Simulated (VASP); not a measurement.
# GaP (F-43m) in VASP: further runs

Aim: see how the results for GaP move with the level of theory and the settings. Levels: PBEsol, HSE06. Tasks: relaxation of cell and atoms, single point.

All numbers are computed with VASP 6.6.1; they aren't measurements. Logs are shortened: lines on timing, memory, paths and dates and some standing lists are left out, and cuts for length are marked.

## (1) The structure

It takes space group F-43m (No. 216, cubic). Conventional cell: a = 5.451 Å, b = 5.451 Å, c = 5.451 Å, α = 90.00°, β = 90.00°, γ = 90.00°. Ga (site symmetry -43m) has 4 P at 2.36 Å as nearest neighbours. Around P (site symmetry -43m) lie 4 Ga at 2.36 Å.

## (2) Relaxation of cell and atoms, PBEsol

INCAR

```
SYSTEM = GaP
PREC     = Accurate       ! precision mode
ENCUT    = 600            ! plane-wave cutoff, eV
EDIFF    = 1E-6           ! SCF threshold, eV
ISMEAR   = -1             ! smearing method
SIGMA    = 0.05           ! smearing width, eV
LREAL    = .False.        ! projectors in reciprocal space
LASPH    = .True.         ! aspherical terms in the spheres
NELM     = 100            ! most SCF steps
ALGO     = Normal         ! electronic algorithm
ISIF     = 3              ! what is computed and relaxed
LWAVE    = .False.        ! write WAVECAR
LCHARG   = .False.        ! write CHGCAR
GGA      = PS             ! functional
IBRION   = 2              ! ionic algorithm
NSW      = 40             ! ionic steps
EDIFFG   = -0.01          ! ionic threshold
```

KPOINTS

```
regular mesh
0
Gamma
  6 6 6
  0 0 0
```

POSCAR

```
GaP
1.0
    0.0000000000      2.7252500000      2.7252500000
    2.7252500000      0.0000000000      2.7252500000
    2.7252500000      2.7252500000      0.0000000000
Ga P
1 1
Direct
    0.0000000000      0.0000000000      0.0000000000
    0.7500000000      0.7500000000      0.7500000000
```

Potentials or basis: VASP PAW PBE potentials, release 64 (Ga_d, P).

The run is started by

```console
cat potpaw_PBE.64/Ga_d/POTCAR potpaw_PBE.64/P/POTCAR > POTCAR
mpirun -np 1 vasp_std > vasp.out
```

OUTCAR:

```text
SYSTEM = GaP
   PREC = Accurate
   ENCUT = 600
   EDIFF = 1E-6
   ISMEAR = -1
   LREAL = .False.
   LASPH = .True.
   NELM = 100
   ISIF = 3
   GGA = PS
   IBRION = 2
   NSW = 40
   EDIFFG = -0.01

 ion  position               nearest neighbor table
   1  0.000  0.000  0.000-   2 2.36   2 2.36   2 2.36   2 2.36
   2  0.750  0.750  0.750-   1 2.36   1 2.36   1 2.36   1 2.36

  LATTYP: Found a face centered cubic cell.
 ALAT       =     5.4505000000

  Lattice vectors:

 A1 = (   0.0000000000,   2.7252500000,   2.7252500000)
 A2 = (   2.7252500000,   0.0000000000,   2.7252500000)
 A3 = (   2.7252500000,   2.7252500000,   0.0000000000)

Analysis of symmetry for initial positions (statically):
=====================================================================
 Subroutine PRICEL returns:
 Original cell was already a primitive cell.

 Routine SETGRP: Setting up the symmetry group for a
 face centered cubic supercell.

 Subroutine GETGRP returns: Found 24 space group operations
 (whereof 24 operations were pure point group operations)
 out of a pool of 48 trial point group operations.

The static configuration has the point symmetry T_d .

Analysis of symmetry for dynamics (positions and initial velocities):
=====================================================================
 Subroutine PRICEL returns:
 Original cell was already a primitive cell.

 Routine SETGRP: Setting up the symmetry group for a
 face centered cubic supercell.

 Subroutine GETGRP returns: Found 24 space group operations
 (whereof 24 operations were pure point group operations)
 out of a pool of 48 trial point group operations.

The dynamic configuration has the point symmetry T_d .

 Subroutine INISYM returns: Found 24 space group operations
 (whereof 24 operations are pure point group operations),
 and found     1 'primitive' translations

----------------------------------------------------------------------------------------

                                     Primitive cell

  volume of cell :      40.4808

  direct lattice vectors                    reciprocal lattice vectors
     0.000000000  2.725250000  2.725250000    -0.183469406  0.183469406  0.183469406
     2.725250000  0.000000000  2.725250000     0.183469406 -0.183469406  0.183469406
     2.725250000  2.725250000  0.000000000     0.183469406  0.183469406 -0.183469406
[... 67 lines left out ...]
   ISTART =      0    job   : 0-new  1-cont  2-samecut
   ICHARG =      2    charge: 1-file 2-atom 10-const
   ISPIN  =      1    spin polarized calculation?
   LNONCOLLINEAR =      F non collinear calculations
   LSORBIT =      F    spin-orbit coupling
   LASPH  =      T    aspherical Exc in radial PAW
   ENCUT  =  600.0 eV  44.10 Ry    6.64 a.u.   7.70  7.70  7.70*2*pi/ulx,y,z
   NELM   =    100;   NELMIN=  2; NELMDL= -5     # of ELM steps
   EDIFF  = 0.1E-05   stopping-criterion for ELM
   LREAL  =      F    real-space projection
   EDIFFG = -.1E-01   stopping-criterion for IOM
   NSW    =     40    number of steps for IOM
   IBRION =      2    ionic relax: 0-MD 1-quasi-New 2-CG
   NFREE  =      1    steps in history (QN), initial steepest desc. (CG)
   ISIF   =      3    stress and relaxation
   ISYM   =      2    0-nonsym 1-usesym 2-fastsym
   POTIM  = 0.5000    time-step for ionic-motion
   TEBEG  =    0.0;   TEEND  =   0.0 temperature during run
   PSTRESS=    0.0 pullay stress
   NELECT =      18.0000    total number of electrons
   NUPDOWN=      -1.0000    fix difference up-down
   EMIN   =  10.00;   EMAX   =-10.00  energy-range for DOS
   EFERMI =   0.00;   METHOD = LEGACY
   ISMEAR =    -1;   SIGMA  =   0.05  broadening in eV -4-tet -1-fermi 0-gaus
   EFERMI_NEDOS =   21; number of points for ismear=-14 and -15
   IALGO  =     38    algorithm
   IMIX   =      4    mixing-type and parameters
     AMIX     =   0.40;   BMIX     =  1.00
     AMIX_MAG =   1.60;   BMIX_MAG =  1.00
  volume/ion in A,a.u.               =      20.24       136.59
  Fermi-wavevector in a.u.,A,eV,Ry     =   1.249538  2.361284 21.243377  1.561344
  Thomas-Fermi vector in A             =   2.383574
   LORBIT       =      0    0 simple, 1 ext, 2 COOP (PROOUT), +10 PAW based schemes
   GGA     = PS    functional components
   LHFCALC =     F    Hartree Fock is set to
   AEXX    =    0.0000 exact exchange contribution
   IVDW    =     0    specifies the selected vdW correction
   LEPSILON=     F    determine dielectric tensor
   LRPA    =     F    only Hartree local field effects (RPA)
 conjugate gradient relaxation of ions
 non-spin polarized calculation
  energy-cutoff  :      600.00
  volume of cell :       40.48
 maximum number of plane-waves:      1363
   NGX = 15   NGY = 15   NGZ = 15

--------------------------------------- Ionic step        1  -------------------------------------------

 number of electron      18.0000003 magnetization

 Free energy of the ion-electron system (eV)
  ---------------------------------------------------
  ext. energy  EPLUGINS =         0.00000000
  ---------------------------------------------------
  free energy    TOTEN  =        -9.90570100 eV

  energy without entropy =       -9.90570098  energy(sigma->0) =       -9.90570099

------------------------ aborting loop because EDIFF is reached ----------------------------------------

  FORCE on cell =-STRESS in cart. coord.  units (eV):
  Direction    XX          YY          ZZ          XY          YZ          ZX
  --------------------------------------------------------------------------------------
  -------------------------------------------------------------------------------------
  Total       -0.1552092     -0.1552092     -0.1552092      0.0000000      0.0000000     -0.0000000
  in kB       -6.1429794     -6.1429794     -6.1429794      0.0000000      0.0000000     -0.0000000
  external PRESSURE =      -6.1429794 kB  Pullay stress =       0.0000000 kB
[... 59 lines left out ...]
--------------------------------------- Ionic step        3  -------------------------------------------

 number of electron      18.0000006 magnetization

 Free energy of the ion-electron system (eV)
  ---------------------------------------------------
  ext. energy  EPLUGINS =         0.00000000
  ---------------------------------------------------
  free energy    TOTEN  =        -9.90625128 eV

  energy without entropy =       -9.90625127  energy(sigma->0) =       -9.90625128

 E-fermi :   5.3909     XC(G=0): -10.0512

 val. band max:        4.6493175922   @ k =   0.0000   0.0000   0.0000
 cond. band min:       6.1463498349   @ k =   0.5000   0.5000   0.0000
 fundamental gap:      1.4970322427
 Fermi energy:         5.3909104651

 k-point     1 :       0.0000    0.0000    0.0000
  band No.  band energies     occupation
      1      -9.9121      2.00000
      2      -9.9121      2.00000
      3      -9.9121      2.00000
      4      -9.8094      2.00000
      5      -9.8094      2.00000
      6      -7.9308      2.00000
      7       4.6493      2.00000
      8       4.6493      2.00000
      9       4.6493      2.00000
     10       6.4572      0.00000
     11       8.4693      0.00000
     12       8.4693      0.00000
     13       8.4693      0.00000
[... 267 lines left out ...]
  FREE ENERGIE OF THE ION-ELECTRON SYSTEM (eV)
  ---------------------------------------------------
  free  energy   TOTEN  =        -9.9062512844 eV

  energy  without entropy=       -9.9062512680  energy(sigma->0) =       -9.90625128

 reached required accuracy - stopping structural energy minimisation
```

OSZICAR:

```text
N       E                     dE             d eps       ncg     rms          rms(c)
DAV:   1     0.853277553053E+02    0.85328E+02   -0.10039E+04   424   0.215E+03
DAV:   2    -0.309976587523E+01   -0.88428E+02   -0.85047E+02   446   0.354E+02
DAV:   3    -0.100689337211E+02   -0.69692E+01   -0.69305E+01   541   0.808E+01
[... 20 lines left out ...]
DAV:   2    -0.990680034624E+01    0.19675E-02   -0.35540E-03   536   0.152E+00    0.134E-01
DAV:   3    -0.990630532823E+01    0.49502E-03   -0.60705E-04   556   0.545E-01    0.307E-02
DAV:   4    -0.990626030781E+01    0.45020E-04   -0.57709E-05   494   0.121E-01    0.129E-02
DAV:   5    -0.990625155088E+01    0.87569E-05   -0.44509E-06   446   0.321E-02    0.390E-03
DAV:   6    -0.990625128443E+01    0.26645E-06   -0.30378E-07   218   0.919E-03
   3 F= -.99062513E+01 E0= -.99062513E+01  d E =-.550289E-03
```

It took 24 s on 1 thread of Intel Xeon Platinum 8375C at 2.90GHz (Ice Lake), shared host; peak memory 0.18 GiB.

What came out:

| Property | Result |
| --- | --- |
| Free energy | -9.9063 eV |
| Relaxed volume | 20.10 Å³/atom |
| Relaxed cell | a = 3.845 Å, b = 3.845 Å, c = 3.845 Å, α = 60.00°, β = 60.00°, γ = 60.00° |
| Space group after relaxing (to 0.05 Å) | F-43m (No. 216) |
| Energy gained by relaxing | 0.3 meV/atom |
| Ionic steps | 3 |
| Pressure after relaxing | 0.0 GPa |
| Band gap on the k mesh | 1.50 eV, indirect (least direct gap 1.81 eV) |

The path:
```
step  energy change (eV)  largest force (eV/Å)  pressure (GPa)  volume (Å³)
   1              0.0000                0.0000           -0.61        40.48
   2             -0.0004                0.0000            0.42        40.03
   3             -0.0006                0.0000           -0.03        40.19
```

Final structure:
```
Ga P
1.0
     0.00000    2.71871    2.71871
     2.71871    0.00000    2.71871
     2.71871    2.71871    0.00000
Ga P
1 1
Direct
  0.00000 0.00000 0.00000
  0.75000 0.75000 0.75000
```

Caveat: the PAW data sets were made with another functional, which shifts forces and pressure a little. A k mesh can miss the band edges.

## (3) Relaxation of cell and atoms, PBEsol, spin-orbit coupling, no magnetisation

Changes to INCAR since step 2:

```diff
@@ -13,2 +13,7 @@
 LCHARG   = .False.        ! write CHGCAR
+LNONCOLLINEAR= .True.         ! non-collinear magnetism
+MAGMOM   = 0 0 0 0 0 0    ! initial moments
+LORBIT   = 11             ! projections on sites
+LSORBIT  = .True.         ! spin-orbit coupling
+GGA_COMPAT= .False.      
 GGA      = PS             ! functional
```

KPOINTS is that of step 2.

POSCAR is that of step 2.

Potentials or basis: VASP PAW PBE potentials, release 64 (Ga_d, P).

The run is started by

```console
cat potpaw_PBE.64/Ga_d/POTCAR potpaw_PBE.64/P/POTCAR > POTCAR
mpirun -np 1 vasp_ncl > vasp.out
```

Wall time 3.7 min (1 thread of Intel Xeon Platinum 8375C at 2.90GHz (Ice Lake), shared host); peak memory 0.34 GiB.

Results (log left out):

- Free energy: -9.9126 eV
- Relaxed volume: 20.09 Å³/atom
- Relaxed cell: a = 3.845 Å, b = 3.845 Å, c = 3.845 Å, α = 60.00°, β = 60.00°, γ = 60.00°
- Space group after relaxing (to 0.05 Å): F-43m (No. 216)
- Energy gained by relaxing: 0.3 meV/atom
- Ionic steps: 5
- Pressure after relaxing: -0.1 GPa
- Valence electrons inside the program's atomic spheres: Ga 11.74; P 2.53

The path:
| step | energy change (eV) | largest force (eV/Å) | pressure (GPa) | volume (Å³) |
| --- | --- | --- | --- | --- |
| 1 | 0.0000 | 0.0000 | -0.82 | 40.48 |
| 2 | 0.0000 | 0.0000 | 0.65 | 39.88 |
| 3 | -0.0006 | 0.0000 | -0.08 | 40.20 |
| 4 | -0.0006 | 0.0000 | 0.08 | 40.17 |
| 5 | -0.0006 | 0.0000 | -0.07 | 40.19 |

Final structure:
```yaml
crystal:
  lattice:
    - [0.00000, 2.71863, 2.71863]
    - [2.71863, 0.00000, 2.71863]
    - [2.71863, 2.71863, 0.00000]
  atoms:
    - { symbol: Ga, position: [0.00000, 0.00000, 0.00000] }
    - { symbol: P, position: [0.75000, 0.75000, 0.75000] }
```

Caveat: the PAW data sets were made with another functional, which shifts forces and pressure a little.

(Part 1 of 2 ends here.)
